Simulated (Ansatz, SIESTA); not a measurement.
Na2S: 3 runs at one level of theory

```
S Na
1.0
     0.00000    3.27350    3.27350
     3.27350    0.00000    3.27350
     3.27350    3.27350    0.00000
S Na
1 2
Direct
  0.00000 0.00000 0.00000
  0.75000 0.75000 0.75000
  0.25000 0.25000 0.25000
```

Alike in all runs: task equation of state; functional PBEsol; k mesh 7 × 7 × 7; occupations fermi-dirac, width 0.05 eV; no spin polarisation; no spin-orbit coupling.

```csv
program and potentials,plane-wave cutoff (eV),notes,equilibrium volume (Å³/atom),bulk modulus (GPa)
"Ansatz, Ansatz PAW",420,"potentials made for PBE, which Ansatz adapts in part",22.90,29.5
"Ansatz, all-electron LAPW, scalar-relativistic",-,-,?,?
"SIESTA, files PseudoDojo sr-pbesol-0.4.1-standard, DZP (energy shift 0.003 Ry; two zetas on semicore shells)",-,atomic basis; noisy fit,23.18,30.4
```

Problem. Estimate from the other rows what the run with Ansatz, all-electron LAPW, scalar-relativistic gave.

Solution. Equilibrium volume 22.90 Å³/atom; bulk modulus 29.4 GPa. The other rows, which needn't bracket it: equilibrium volume 22.90 to 23.18; bulk modulus 29.5 to 30.4.
